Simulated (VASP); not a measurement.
# La2O3 (P-3m1) in VASP: settings compared, part 2 of 2

VASP 6.6.1. Earlier steps stand in the parts before.

### 4 Band structure, r2SCAN, spin-orbit coupling, no magnetisation

INCAR reads:

```
SYSTEM = La2O3
PREC = Accurate
ENCUT = 520
EDIFF = 1E-6
ISMEAR = 0
SIGMA = 0.02
LREAL = .False.
LASPH = .True.
NELM = 60
ALGO = Normal
ISIF = 2
LWAVE = .False.
LCHARG = .False.
MAGMOM = 0 0 0 0 0 0 0 0 0 0 0 0 0 0 0
LORBIT = 11
LSORBIT = .True.
GGA_COMPAT = .False.
LMAXMIX = 6
METAGGA = R2SCAN
LMIXTAU = .True.
KPAR = 4
```

KPOINTS reads:

```
Automatic mesh
0
Gamma
  6 6 4
  0 0 0
```

POSCAR reads:

```
La2O3
1.0
    3.9307778780      0.0000000000      0.0000000000
   -1.9653889390      3.4041534990      0.0000000000
    0.0000000000      0.0000000000      6.1119535200
La O
2 3
Direct
    0.3333333333      0.6666666667      0.2462356800
    0.6666666667      0.3333333333      0.7537643200
    0.0000000000      0.0000000000      0.0000000000
    0.3333333333      0.6666666667      0.6458906500
    0.6666666667      0.3333333333      0.3541093500
```

KPOINTS_OPT reads:

```
path GMKGALHA,LM,KH
10
line-mode
reciprocal
 0.0000000000  0.0000000000  0.0000000000  G
 0.5000000000  0.0000000000  0.0000000000  M

 0.5000000000  0.0000000000  0.0000000000  M
 0.3333333333  0.3333333333  0.0000000000  K

 0.3333333333  0.3333333333  0.0000000000  K
 0.0000000000  0.0000000000  0.0000000000  G

 0.0000000000  0.0000000000  0.0000000000  G
 0.0000000000  0.0000000000  0.5000000000  A

 0.0000000000  0.0000000000  0.5000000000  A
 0.5000000000  0.0000000000  0.5000000000  L

 0.5000000000  0.0000000000  0.5000000000  L
 0.3333333333  0.3333333333  0.5000000000  H

 0.3333333333  0.3333333333  0.5000000000  H
 0.0000000000  0.0000000000  0.5000000000  A

 0.5000000000  0.0000000000  0.5000000000  L
 0.5000000000  0.0000000000  0.0000000000  M

 0.3333333333  0.3333333333  0.0000000000  K
 0.3333333333  0.3333333333  0.5000000000  H
```

Potentials or basis: VASP PAW PBE potentials, release 64 (La, O).

Command:

```sh
cat potpaw_PBE.64/La/POTCAR potpaw_PBE.64/O/POTCAR > POTCAR
mpirun -np 4 vasp_ncl > vasp.out
```

OUTCAR:

```text
SYSTEM = La2O3
   PREC = Accurate
   ENCUT = 520
   EDIFF = 1E-6
   ISMEAR = 0
   LREAL = .False.
   LASPH = .True.
   NELM = 60
   ISIF = 2
   LORBIT = 11
   LSORBIT = .True.
   METAGGA = R2SCAN

 ion  position               nearest neighbor table
   1  0.333  0.667  0.246-   5 2.36   5 2.36   5 2.36   4 2.44   3 2.72   3 2.72   3 2.72
   2  0.667  0.333  0.754-   4 2.36   4 2.36   4 2.36   5 2.44   3 2.72   3 2.72   3 2.72
   3  0.000  0.000  0.000-   1 2.72   2 2.72   2 2.72   1 2.72   2 2.72   1 2.72
   4  0.333  0.667  0.646-   2 2.36   2 2.36   2 2.36   1 2.44
   5  0.667  0.333  0.354-   1 2.36   1 2.36   1 2.36   2 2.44

  LATTYP: Found a hexagonal cell.
 ALAT       =     3.9307778780
 C/A-ratio  =     1.5548966921

  Lattice vectors:

 A1 = (   3.9307778780,   0.0000000000,   0.0000000000)
 A2 = (  -1.9653889390,   3.4041534990,   0.0000000000)
 A3 = (   0.0000000000,   0.0000000000,   6.1119535200)

Analysis of symmetry for initial positions (statically):
=====================================================================
 Subroutine PRICEL returns:
 Original cell was already a primitive cell.

 Routine SETGRP: Setting up the symmetry group for a
 hexagonal supercell.

 Subroutine GETGRP returns: Found 12 space group operations
 (whereof 12 operations were pure point group operations)
 out of a pool of 24 trial point group operations.

The static configuration has the point symmetry D_3d.

Analysis of symmetry for dynamics (positions and initial velocities):
=====================================================================
 Subroutine PRICEL returns:
 Original cell was already a primitive cell.

 Routine SETGRP: Setting up the symmetry group for a
 hexagonal supercell.

 Subroutine GETGRP returns: Found 12 space group operations
 (whereof 12 operations were pure point group operations)
 out of a pool of 24 trial point group operations.

The dynamic configuration has the point symmetry D_3d.

Analysis of structural, dynamic, and magnetic symmetry:
=====================================================================
 Subroutine PRICEL returns:
 Original cell was already a primitive cell.

 Routine SETGRP: Setting up the symmetry group for a
 hexagonal supercell.

 Subroutine GETGRP returns: Found 12 space group operations
 (whereof 12 operations were pure point group operations)
 out of a pool of 24 trial point group operations.

The overall configuration has the point symmetry D_3d.

 Subroutine INISYM returns: Found 12 space group operations
 (whereof 12 operations are pure point group operations),
 and found     1 'primitive' translations

[... 153 lines left out ...]

 E-fermi :   5.9116     XC(G=0): -11.1040

 val. band max:        5.7451278839   @ k =   0.5000   0.0000   0.5000
 cond. band min:       9.9615298237   @ k =   0.3333   0.3333   0.0000
 fundamental gap:      4.2164019397
 Fermi energy:         5.9116085467

 k-point     1 :       0.0000    0.0000    0.0000
  band No.  band energies     occupation
      1     -25.0041      1.00000
      2     -25.0041      1.00000
      3     -24.7468      1.00000
      4     -24.7468      1.00000
      5     -12.1903      1.00000
      6     -12.1903      1.00000
[... 1213 lines left out ...]
     47      11.2497      0.00000
     48      11.2497      0.00000

------------------------ aborting loop because EDIFF is reached ----------------------------------------

  FORCE on cell =-STRESS in cart. coord.  units (eV):
  Direction    XX          YY          ZZ          XY          YZ          ZX
  --------------------------------------------------------------------------------------
  -------------------------------------------------------------------------------------
  Total        0.0581419      0.0581419      0.1182521     -0.0000000     -0.0000000      0.0000000
  in kB        1.1390230      1.1390230      2.3166041     -0.0000000     -0.0000000      0.0000000
  external PRESSURE =       1.5315500 kB  Pullay stress =       0.0000000 kB

 VOLUME and BASIS-vectors are now :
 -----------------------------------------------------------------------------
  energy-cutoff  :      520.00
  volume of cell :       81.78
      direct lattice vectors                 reciprocal lattice vectors
     3.930777878  0.000000000  0.000000000     0.254402571  0.146879393  0.000000000
    -1.965388939  3.404153499  0.000000000     0.000000000  0.293758786  0.000000000
     0.000000000  0.000000000  6.111953520     0.000000000  0.000000000  0.163613810

 POSITION                                       TOTAL-FORCE (eV/Angst)
 -----------------------------------------------------------------------------------
     -0.00000      2.26944      1.50498        -0.000000     -0.000000     -0.018847
      1.96539      1.13472      4.60697         0.000000      0.000000      0.018847
      0.00000      0.00000      0.00000        -0.000000      0.000000      0.000000
     -0.00000      2.26944      3.94765        -0.000000     -0.000000      0.012618
      1.96539      1.13472      2.16430         0.000000      0.000000     -0.012618
 -----------------------------------------------------------------------------------
    total drift:                               -0.000000      0.000000      0.000000

  FREE ENERGIE OF THE ION-ELECTRON SYSTEM (eV)
  ---------------------------------------------------
  free  energy   TOTEN  =       -96.5990877739 eV

  energy  without entropy=      -96.5990877739  energy(sigma->0) =      -96.59908777

 Spin-Orbit-Coupling matrix elements

 Ion:    1  E_soc:     -0.5437518
 l=   1
     0.0000000    -0.0900075    -0.0900170
    -0.0900075     0.0000000    -0.0900075
    -0.0900170    -0.0900075     0.0000000
 l=   2
     0.0000000    -0.0001043     0.0000000    -0.0001043    -0.0004989
    -0.0001043     0.0000000    -0.0002919    -0.0000907    -0.0001043
     0.0000000    -0.0002919     0.0000000    -0.0002919     0.0000000
    -0.0001043    -0.0000907    -0.0002919     0.0000000    -0.0001043
    -0.0004989    -0.0001043     0.0000000    -0.0001043     0.0000000
 l=   3
     0.0000000    -0.0000181     0.0000000     0.0000000     0.0000000    -0.0000181    -0.0000519
    -0.0000181     0.0000000    -0.0000128     0.0000000    -0.0000128    -0.0000344    -0.0000077
     0.0000000    -0.0000128     0.0000000    -0.0000304    -0.0000037    -0.0000128     0.0000000
     0.0000000     0.0000000    -0.0000304     0.0000000    -0.0000304     0.0000000     0.0000000
[... 69 lines left out ...]
 l=   2
     0.0000000     0.0000000     0.0000000     0.0000000     0.0000000
     0.0000000     0.0000000     0.0000000     0.0000000     0.0000000
     0.0000000     0.0000000     0.0000000     0.0000000     0.0000000
     0.0000000     0.0000000     0.0000000     0.0000000     0.0000000
     0.0000000     0.0000000     0.0000000     0.0000000     0.0000000
 l=   3
     0.0000000     0.0000000     0.0000000     0.0000000     0.0000000     0.0000000     0.0000000
     0.0000000     0.0000000     0.0000000     0.0000000     0.0000000     0.0000000     0.0000000
     0.0000000     0.0000000     0.0000000     0.0000000     0.0000000     0.0000000     0.0000000
     0.0000000     0.0000000     0.0000000     0.0000000     0.0000000     0.0000000     0.0000000
     0.0000000     0.0000000     0.0000000     0.0000000     0.0000000     0.0000000     0.0000000
     0.0000000     0.0000000     0.0000000     0.0000000     0.0000000     0.0000000     0.0000000
     0.0000000     0.0000000     0.0000000     0.0000000     0.0000000     0.0000000     0.0000000

 total charge

# of ion       s       p       d       f       tot
--------------------------------------------------
    1        1.995   5.725   0.613   0.225   8.558
    2        1.995   5.725   0.613   0.225   8.558
    3        1.559   3.411   0.000   0.000   4.970
    4        1.574   3.494   0.000   0.000   5.068
    5        1.574   3.494   0.000   0.000   5.068
--------------------------------------------------
tot          8.696  21.850   1.226   0.449  32.222

 magnetization (x)

# of ion       s       p       d       f       tot
--------------------------------------------------
    1        0.000   0.000   0.000  -0.000  -0.000
    2        0.000   0.000   0.000  -0.000   0.000
    3        0.000   0.000   0.000   0.000   0.000
    4       -0.000   0.000   0.000   0.000  -0.000
    5       -0.000   0.000   0.000   0.000  -0.000
--------------------------------------------------
tot         -0.000   0.000   0.000  -0.000  -0.000

 magnetization (y)

# of ion       s       p       d       f       tot
--------------------------------------------------
    1       -0.000   0.000   0.000   0.000   0.000
    2       -0.000   0.000   0.000   0.000   0.000
    3        0.000   0.000   0.000   0.000   0.000
    4       -0.000   0.000   0.000   0.000  -0.000
    5       -0.000   0.000   0.000   0.000  -0.000
--------------------------------------------------
tot         -0.000   0.000   0.000   0.000   0.000

 magnetization (z)

# of ion       s       p       d       f       tot
--------------------------------------------------
    1        0.000   0.000   0.000   0.000   0.000
    2        0.000   0.000   0.000   0.000   0.000
    3        0.000   0.000   0.000   0.000   0.000
    4        0.000   0.000   0.000   0.000   0.000
    5        0.000   0.000   0.000   0.000   0.000
--------------------------------------------------
tot          0.000   0.000   0.000   0.000   0.000
```

Wall time 12 min (4 MPI ranks of Intel Xeon 6975P-C (Granite Rapids), shared host); peak memory 0.6 GiB.

Results:

| Item | Value |
| --- | --- |
| Free energy | -96.5991 eV |
| Pressure | 0.2 GPa |
| Largest force | 0.019 eV/Å |
| Valence electrons inside the program's atomic spheres | La 8.56; O 4.97, 5.07 |

Forces in eV/Å, atoms in the order of the input:
```
La   0.000  0.000 -0.019
La   0.000  0.000  0.019
O    0.000  0.000  0.000
O    0.000  0.000  0.013
O    0.000  0.000 -0.013
```

Caveat: the PAW data sets were made with another functional, which shifts forces and pressure a little.

### 5 Overview

```csv
level,potentials or basis,pressure (GPa),largest force (eV/Å)
PBE,"VASP PAW PBE potentials, release 64 (La, O)",1.6,0.01
LDA,"VASP PAW LDA potentials, release 64 (La, O)",-6.4,0.16
r2SCAN,"VASP PAW PBE potentials, release 64 (La, O)",0.2,0.02
```

Alike in all rows: task band structure; spin SOC, no magnetisation; cell as given; k mesh 6 × 6 × 4; cutoff (eV) 520; smearing gaussian 0.02 eV.

Caveats: the PAW data sets were made with another functional, which shifts forces and pressure a little (some runs).

Total energies depend on the potentials used, so only differences within one code and one set of settings carry meaning.
